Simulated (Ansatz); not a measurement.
Crystal: Al.

```
Al
1.0
     2.81246    0.00000    0.00000
    -1.40623    2.43566    0.00000
     0.00000    0.00000    4.86685
Al
2
Direct
  0.33333 0.66667 0.25000
  0.66667 0.33333 0.75000
```

This isn't the form of Al at room conditions, which is fcc.

```yaml
Program: Ansatz 0.2.0
Task: single point
Functional: PBEsol
Potentials_or_basis: Ansatz PAW
Cutoff: "420 eV (not typed: the program's choice for these potentials)"
k_mesh: 11 × 11 × 6
Occupations: fermi-dirac, width 0.05 eV
Spin: no spin polarisation
```

On this cell: pressure -1.3 GPa; largest force under 0.003 eV/Å; band gap on the k mesh none (metal or under the smearing width).

The same run follows on a disturbed copy (atoms moved at random, drawn with an rms of 0.05 Å):

```xyz
2
Lattice="2.8125 0.0000 0.0000 -1.4062 2.4357 0.0000 0.0000 0.0000 4.8669" Properties=species:S:1:pos:R:3 pbc="T T T"
Al   -0.0255    1.5758    1.1943
Al    1.4069    0.8260    3.6656
```

Task: What does the disturbed cell give?

Result: The energy (extrapolated to zero smearing) moves by +2.1 meV/atom; pressure -1.2 GPa; largest force 0.133 eV/Å; band gap on the k mesh none (metal or under the smearing width).

Forces on the atoms (eV/Å):
```
Al   0.023  0.046  0.123
Al  -0.023 -0.046 -0.123
```

Stress tensor (GPa, compression positive):
```
 0.31  0.02  0.03
 0.02  0.22  0.06
 0.03  0.06 -4.28
```

Caveats: the PAW data sets come from PBE, with cores solved anew for the run's functional, which leaves a small shift of forces and pressure.
